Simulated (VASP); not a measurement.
# AlN in VASP: convergence with PREC

AlN:

```xyz
4
Lattice="3.1130 0.0000 0.0000 -1.5565 2.6959 0.0000 0.0000 0.0000 4.9810" Properties=species:S:1:pos:R:3 pbc="T T T"
Al    1.5527    0.9065    2.4897
Al   -0.0219    1.8005   -0.0093
N     1.5662    0.8980    4.3731
N     0.0071    1.8044    1.9070
```

The cell isn't the ideal one: atoms moved at random, drawn with an rms of 0.02 Å.

* Program: VASP 6.6.1
* Task: single point
* Functional: PBE
* Potentials or basis: VASP PAW PBE potentials, release 64 (Al, N_h)
* Cutoff: 900 eV
* k mesh: 7 × 7 × 5
* Occupations: gaussian, width 0.02 eV
* Spin: no spin polarisation

These are the settings of the first run; the series varies PREC, with any setting tied to it.

Hardware: 1 thread of Intel(R) Xeon(R) Platinum 8488C (Sapphire Rapids) (shared host).

| PREC | energy less the tightest run, at zero smearing (meV/atom) | SCF cycles | CPU time (s) | peak memory (GiB) |
| --- | --- | --- | --- | --- |
| Low | -0.02 | 15 | 56 | 0.23 |
| Medium | 0.01 | 15 | 60 | 0.24 |
| Single | 0.01 | 15 | 140 | 0.24 |
| Normal | 0.01 | 15 | 55 | 0.26 |
| High | 0.00 | 15 | 140 | 0.27 |
| Accurate | 0.00 | 15 | 150 | 0.3 |

Against the tightest run, the energy stays within 1 meV/atom from Low on. The tightest run that finished is the yardstick and may itself not be fully converged.
